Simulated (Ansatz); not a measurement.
Write the native input for Ansatz 0.2.0 that does the following.

* Task: single point
* Functional: PBE
* Potentials or basis: Ansatz PAW
* Cutoff: 420 eV (not typed: the program's choice for these potentials)
* k mesh: 4 × 8 × 2
* Occupations: gaussian, width 0.011 eV
* Spin: no spin polarisation

The system is Te2Mo.

```
Te Mo
1.0
     6.34645    0.00000    0.00000
     0.00000    3.49422    0.00000
    -0.54903    0.00000   14.85616
Te Mo
8 4
Direct
  0.06309 0.50000 0.40139
  0.93626 0.00000 0.59892
  0.56720 0.00000 0.36206
  0.43254 0.50000 0.63827
  0.09105 0.00000 0.13792
  0.90945 0.50000 0.86175
  0.58109 0.50000 0.09855
  0.41935 0.00000 0.90115
  0.31969 0.00000 0.50683
  0.67978 0.50000 0.49352
  0.18149 0.50000 0.00653
  0.81900 0.00000 0.99309
```

The cell is a database's computed one.

The input as run:

input.yaml

```yaml
crystal:
  lattice:
    - [6.3464495577, 0.0, 0.0]
    - [0.0, 3.49421554, 0.0]
    - [-0.5490254083, 0.0, 14.8561586148]
  atoms:
    - { symbol: Te, position: [0.06308657, 0.5, 0.40139181] }
    - { symbol: Te, position: [0.93626097, 0.0, 0.59892358] }
    - { symbol: Te, position: [0.56720469, 0.0, 0.36206281] }
    - { symbol: Te, position: [0.43253951, 0.5, 0.63827401] }
    - { symbol: Te, position: [0.09104745, 0.0, 0.13792275] }
    - { symbol: Te, position: [0.90945389, 0.5, 0.86175202] }
    - { symbol: Te, position: [0.58109276, 0.5, 0.09854983] }
    - { symbol: Te, position: [0.41934698, 0.0, 0.90115399] }
    - { symbol: Mo, position: [0.31968622, 0.0, 0.50682682] }
    - { symbol: Mo, position: [0.6797845, 0.5, 0.49352002] }
    - { symbol: Mo, position: [0.1814915, 0.5, 0.00653163] }
    - { symbol: Mo, position: [0.81900395, 0.0, 0.99308972] }
hamiltonian:
  xc: pbe
  pseudopotentials: { kind: paw }
kpoints:
  mp_grid: { grid: [4, 8, 2] }
scf:
  occupations: { method: gaussian, width: 0.011 }
output:
  forces: true
  stress: true
  eigenvalues: true
  write_density: true
  write_potential: true
  elf: true
  volumetric_format: npy
```

Potentials or basis: Ansatz PAW.

Launch:

```console
$ ansatz run input.yaml --threads 4 --pin off --max-ram 11264MiB --backend cpu --events-out ev --progress --plain --runs-dir out
```

Results of the run:

* Pressure: 0.7 GPa
* Largest force: 0.206 eV/Å
* Band gap on the k mesh: none (metal or under the smearing width)

Caveat: this functional lacks dispersion, which binds the layers, so the pressure and a relaxed spacing across them are unreliable.

It took 41 s on 4 threads of AMD EPYC 7R43 64-Core Processor (Zen 3) (shared host), peak memory 1.5 GiB.
